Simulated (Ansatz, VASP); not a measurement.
## Two plane-wave programs on In

```
In
1.0
    -1.90637    1.90637    1.90637
     1.90637   -1.90637    1.90637
     1.90637    1.90637   -1.90637
In
1
Direct
  0.00000 0.00000 0.00000
```

Alike in both runs: task relaxation of cell and atoms; functional PBE; k mesh 16 × 16 × 16; occupations gaussian, width 0.1 eV; no spin polarisation.

|  | VASP | Ansatz |
| --- | --- | --- |
| version | VASP 6.6.1 | Ansatz 0.2.0 |
| potentials or method | VASP PAW PBE potentials, release 64 (In_d) | scalar-relativistic, plane waves, PAW |
| plane-wave cutoff (eV) | 600 | 420 |
| valence electrons in the cell | 13 | 13 |

Ansatz gave:

| Quantity | Value |
| --- | --- |
| gap on the k mesh at the Fermi level, each at its own relaxed structure (eV) | none |
| relaxed volume (Å³/atom) | 27.83 |
| relaxed cell length with the largest relative difference (Å) | 3.307 |

Q: What did VASP give for the same quantities?

A: gap on the k mesh at the Fermi level, each at its own relaxed structure (eV): none; relaxed volume (Å³/atom): 27.86; relaxed cell length with the largest relative difference (Å): 3.308.

A gap of «none» marks a metal or a gap that the smearing closes.

PBE usually gives volumes a little too large and moduli too small. Zero-point motion and thermal expansion aren't in these numbers.
